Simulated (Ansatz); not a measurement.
# Sb: response to strain

Sb is deformed so: equal xy, yz and zx engineering shear strains of +2 %. What stress and forces result, by LAPW, PAW and all-electron datasets made for the crystal?

Method: DFT PBE, scalar-relativistic, in Ansatz 0.2.0.

## (1) The structure to begin with

The structure is hexagonal, space group P6_3/mmc (No. 194). Conventional cell: a = 3.369 Å, b = 3.369 Å, c = 5.330 Å, α = 90.00°, β = 90.00°, γ = 120.00°. Sb (site symmetry -6m2) is surrounded by 12 Sb at 3.30 to 3.37 Å.

As a file:

```xyz
2
Lattice="3.3690 0.0000 0.0000 -1.6845 2.9176 0.0000 0.0000 0.0000 5.3300" Properties=species:S:1:pos:R:3 pbc="T T T"
Sb    0.0000    1.9451    1.3325
Sb    1.6845    0.9725    3.9975
```

Atoms are numbered in the order of the input: Sb1, Sb2.

## (2) After the deformation

Space group P6_3/mmc before, P-1 after.

## (3) Full-potential LAPW

input.yaml

```yaml
crystal:
  lattice:
    - [3.3690001795, 0.0336900018, 0.0336900018]
    - [-1.6553236924, 2.9007947399, 0.0123313965]
    - [0.0533, 0.0533, 5.33]
  atoms:
    - { symbol: Sb, position: [0.3333333333, 0.6666666667, 0.25] }
    - { symbol: Sb, position: [0.6666666667, 0.3333333333, 0.75] }
kpoints:
  mp_grid: { grid: [12, 12, 7] }
  band_path:
    path:
      - [0.0, 0.0, 0.0]
      - [0.0, -0.5, 0.0]
      - [0.0, 0.0, 0.5]
      - [0.0, 0.0, 0.0]
      - [-0.5, 0.0, 0.0]
      - [-0.5, 0.5, -0.5]
      - [0.0, 0.0, 0.0]
      - [-0.5, 0.0, -0.5]
      - [-0.5, 0.5, 0.0]
    npoints: 5
scf:
  occupations: { method: fermi_dirac, width: 0.05 }
hamiltonian:
  xc: pbe
  pseudopotentials: { kind: all_electron, lapw: { basis_error: 0.0005 } }
output:
  forces: true
  stress: true
  eigenvalues: true
```

On the command line:

```sh
$ ansatz run input.yaml --threads 1 --pin off --max-ram 3072MiB --backend cpu --events-out ev --progress --plain --runs-dir out
```

## (4) Frozen-core PAW

input.yaml

```yaml
crystal:
  lattice:
    - [3.3690001795, 0.0336900018, 0.0336900018]
    - [-1.6553236924, 2.9007947399, 0.0123313965]
    - [0.0533, 0.0533, 5.33]
  atoms:
    - { symbol: Sb, position: [0.3333333333, 0.6666666667, 0.25] }
    - { symbol: Sb, position: [0.6666666667, 0.3333333333, 0.75] }
kpoints:
  mp_grid: { grid: [12, 12, 7] }
scf:
  occupations: { method: fermi_dirac, width: 0.05 }
hamiltonian:
  xc: pbe
  pseudopotentials: { kind: paw }
output:
  forces: true
  stress: true
  eigenvalues: true
  efg: { contact_densities: true }
```

## (5) Datasets made for this crystal

input.yaml: that of step 4 with these lines changed.

```diff
@@ -14,3 +14,3 @@
   xc: pbe
-  pseudopotentials: { kind: paw }
+  pseudopotentials: { kind: all_electron, datasets: crystal }
 output:
```

(Steps that only read results are left out.)

Before running it: what results should come out? Wanted: pressure; largest shear or deviatoric stress.

The runs gave:

| quantity | value |
| --- | --- |
| pressure | LAPW 3.04, PAW 3.04, crystal datasets 3.04 GPa |
| largest shear or deviatoric stress (LAPW) | 0.64 GPa |

The largest part of the stress beyond the pressure is 0.64 GPa in size, in the zz component; the atoms are carried along and not relaxed. No run of the undeformed cell stands beside it, so the pressure holds what the given cell had before the change. PAW: stress within 0.01 GPa of LAPW, forces within 1 meV/Å. Crystal datasets: stress within 0.01 GPa of LAPW, forces within 1 meV/Å. Spin-orbit coupling is left out, though the cell holds Sb; in elements this heavy it can shift bands and gaps by tenths of an eV.
